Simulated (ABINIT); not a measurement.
# C (Fd-3m) in ABINIT: a series of runs, part 2 of 2

ABINIT 10.8.3 (patched build). The steps go on from the part before.

### 3 Equation of state, PBE

File run.abi:

```
# Datasets: one volume each
ndtset 7
getwfk -1
scalecart1 3*0.9795861087
scalecart2 3*0.9864848297
scalecart3 3*0.9932883884
scalecart4 3*1.0000000000
scalecart5 3*1.0066227096
scalecart6 3*1.0131594038
scalecart7 3*1.0196128224

# Pseudopotentials
pp_dirpath "./"
pseudos "C.upf"

# Structure
acell 2.5220660407 2.5220660407 2.5220660407 Angstrom
rprim
     0.0000000000     0.7071067812     0.7071067812
     0.7071067812     0.0000000000     0.7071067812
     0.7071067812     0.7071067812     0.0000000000
ntypat 1
znucl 6
natom 2
typat 1 1
xred
     0.7500000000     0.7500000000     0.7500000000
     0.5000000000     0.5000000000     0.5000000000

# Plane-wave basis
ecut 1115.666836 eV

# k points
kptopt 1
ngkpt 13 13 13
nshiftk 1
shiftk 0.0 0.0 0.0

# Exchange and correlation
ixc 11

# Bands and occupations
nband 8
occopt 3
tsmear 0.05 eV

# SCF cycle
nstep 100
tolvrs 1.0e-10

# Output
iomode 3
prtwf 1
prtden 0
prteig 0
prtebands 0
enunit 1
```

Potentials or basis: Ansatz NC PBE.

On the command line:

```bash
abinit run.abi > log 2>&1
```

Run time: 66 s. Hardware: 1 thread of Arm Neoverse V2, shared host; peak memory 0.1 GiB.

The run converged. Its results:

```
Equilibrium volume                      : 5.69 Å³/atom
Bulk modulus                            : 434 GPa
Pressure derivative of the bulk modulus : 3.7
```

Energy against volume, from the lowest point:
```tsv
volume (Å³/atom)	energy (meV/atom)
5.332	34.55
5.445	15.73
5.558	4.44
5.672	0.00
5.785	1.80
5.899	9.27
6.012	21.92
```

Caveat: pressures at fixed basis lie under the slope of the energies.

### 4 Band structure, RPBE

File run.abi:

```
ndtset 2

pp_dirpath "./"
pseudos "C.upf"

acell 3*1.0 Angstrom
rprim
     0.0000000000     1.7833700000     1.7833700000
     1.7833700000     0.0000000000     1.7833700000
     1.7833700000     1.7833700000     0.0000000000
ntypat 1
znucl 6
natom 2
typat 1 1
xred
     0.7500000000     0.7500000000     0.7500000000
     0.5000000000     0.5000000000     0.5000000000

ecut 41.0

ixc 15

occopt 3
tsmear 0.00183747

nstep 100

iomode 3
prtwf 0
prteig 0
prtebands 0
enunit 1
prtden1 1

kptopt1 1
ngkpt1 13 13 13
nshiftk1 1
shiftk1 0.0 0.0 0.0
nband1 8
tolvrs1 1.0e-10

iscf2 -2
getden2 1
nband2 12
nbdbuf2 2
tolwfr2 1.0e-12
kptopt2 -9
ndivsm2 6
prteig2 1
kptbounds2
     0.0000000000     0.0000000000     0.0000000000
     0.5000000000     0.0000000000     0.5000000000
     0.5000000000     0.2500000000     0.7500000000
     0.3750000000     0.3750000000     0.7500000000
     0.0000000000     0.0000000000     0.0000000000
     0.5000000000     0.5000000000     0.5000000000
     0.6250000000     0.2500000000     0.6250000000
     0.5000000000     0.2500000000     0.7500000000
     0.5000000000     0.5000000000     0.5000000000
     0.3750000000     0.3750000000     0.7500000000
```

Potentials or basis: PseudoDojo NC SR PBE v0.4.1 standard.

On the command line:

```bash
abinit run.abi > log 2>&1
```

run.abo:

```text
.Version 10.8.3 of ABINIT
 DATASET    1 : space group Fd -3 m (#227); Bravais cF (face-center cubic)
================================================================================
 Values of the parameters that define the memory need for DATASET  1.
     intxc =       0    ionmov =       0      iscf =       7    lmnmax =       4
     lnmax =       4     mgfft =      30  mpssoang =       2    mqgrid =    3001
     natom =       2  nloc_mem =       1    nspden =       1   nspinor =       1
    nsppol =       1      nsym =      48    n1xccc =    2501    ntypat =       1
    occopt =       3   xclevel =       2
       mpw =         974          nfft =       27000          nkpt =          84
================================================================================
================================================================================

 DATASET    2 : space group Fd -3 m (#227); Bravais cF (face-center cubic)
================================================================================
[... 1122 lines left out ...]
 kpt# 103, nband= 12, wtk=  1.00000, kpt=  0.3750  0.3750  0.7500 (reduced coord)
  -2.67640   -1.42319    1.02050    4.93511   16.12739   21.15904   24.69907   25.95604
  29.14640   34.75123   36.45420   44.69807

== END DATASET(S) ==============================================================
================================================================================

 -outvars: echo values of variables after computation  --------
            acell      1.8897261259E+00  1.8897261259E+00  1.8897261259E+00 Bohr
           etotal1    -1.2042551389E+01
            fcart1     2.3407773672E-31  3.9012956120E-31 -7.8025912240E-31
                      -2.3407773672E-31 -3.9012956120E-31  7.8025912240E-31
            rprim      0.0000000000E+00  1.7833700000E+00  1.7833700000E+00
                       1.7833700000E+00  0.0000000000E+00  1.7833700000E+00
                       1.7833700000E+00  1.7833700000E+00  0.0000000000E+00
           strten1    -1.3620510561E-04 -1.3620510561E-04 -1.3620510561E-04
                       0.0000000000E+00  0.0000000000E+00  0.0000000000E+00
           xangst      2.6750550000E+00  2.6750550000E+00  2.6750550000E+00
                       1.7833700000E+00  1.7833700000E+00  1.7833700000E+00
             xred      7.5000000000E-01  7.5000000000E-01  7.5000000000E-01
                       5.0000000000E-01  5.0000000000E-01  5.0000000000E-01
 Calculation completed.
```

Run time: 22 s. Hardware: 1 thread of Arm Neoverse V2, shared host; peak memory 0.1 GiB.

Results:

```yaml
Free_energy: -327.6945 eV
Pressure: 4.0 GPa
Band_gap_on_the_k_mesh: 4.27 eV, indirect (least direct gap 5.64 eV)
Band_gap_along_the_path: 4.25 eV, indirect (least direct gap 5.64 eV)
All_electrons_inside_the_program's_atomic_spheres: C 4.68, 4.71 (radii [1.0584] Å)
```

Levels at the corners of the path, in eV from the valence-band top:
| point | band 2 | band 3 | band 4 | band 5 | band 6 | band 7 |
| --- | --- | --- | --- | --- | --- | --- |
| Γ | 0.00 | 0.00 | 0.00 | 5.64 | 5.64 | 5.64 |
| X | -12.76 | -6.30 | -6.30 | 4.91 | 4.91 | 16.81 |
| W | -11.98 | -8.29 | -8.29 | 10.76 | 10.76 | 12.36 |
| K | -11.73 | -9.28 | -5.37 | 5.82 | 10.86 | 14.40 |
| Γ | 0.00 | 0.00 | 0.00 | 5.64 | 5.64 | 5.64 |
| L | -13.34 | -2.81 | -2.81 | 8.54 | 8.54 | 8.93 |
| U | -11.73 | -9.28 | -5.37 | 5.82 | 10.86 | 14.40 |
| W | -11.98 | -8.29 | -8.29 | 10.76 | 10.76 | 12.36 |
| L | -13.34 | -2.81 | -2.81 | 8.54 | 8.54 | 8.93 |
| K | -11.73 | -9.28 | -5.37 | 5.82 | 10.86 | 14.40 |

Caveat: the potentials were made for another functional, which shifts forces and pressure.

### 5 Summary

```csv
task,level,potentials or basis,cutoff (eV),fine-grid cutoff,V0 of scaled cells (Å³/atom),B0 (GPa)
equation of state,BLYP,JTH PAW PBE v2.0,544,1088.46 eV,5.81,404
equation of state,PBE,Ansatz NC PBE,1116,-,5.69,434
band structure,RPBE,PseudoDojo NC SR PBE v0.4.1 standard,1116,-,-,-
```

Alike in all rows: no spin polarisation; cell as given; k mesh 13 × 13 × 13; smearing fermi-dirac 0.05 eV.

Caveats: pressures at fixed basis lie under the slope of the energies (some runs); the PAW data sets were made with another functional, which shifts forces and pressure a little (some runs); the atomic spheres overlap (some runs); the potentials were made for another functional, which shifts forces and pressure (some runs).

Absolute energies hang on the potentials; compare differences alone.

### 6 How close it comes

Step 2. Measured bulk modulus of C: 442 GPa (quoted in “Equation of state of cubic boron nitride at high pressures and temperatures”, 2007, arxiv:cond-mat/0702656). This calculation gives 404 GPa (-8.7 %). 3 values of this kind are on record (442 to 444.8 GPa); this one was drawn at random among those near their median, those with a stated uncertainty first. The fit is for a static lattice scaled at fixed shape and fixed fractional positions. The cell as given is a measured one (5.67 Å³/atom); BLYP puts the equilibrium volume +2.4 % from it, thermal expansion not counted.

Step 3. Against the measured bulk modulus of C, 442 GPa (quoted in “Equation of state of cubic boron nitride at high pressures and temperatures”, 2007, arxiv:cond-mat/0702656), the calculated 434 GPa is off by -1.9 %. 3 values of this kind are on record (442 to 444.8 GPa); this one was drawn at random among those near their median, those with a stated uncertainty first. The fit is for a static lattice scaled at fixed shape and fixed fractional positions. The cell as given is a measured one (5.67 Å³/atom); PBE puts the equilibrium volume +0.4 % from it, thermal expansion not counted.
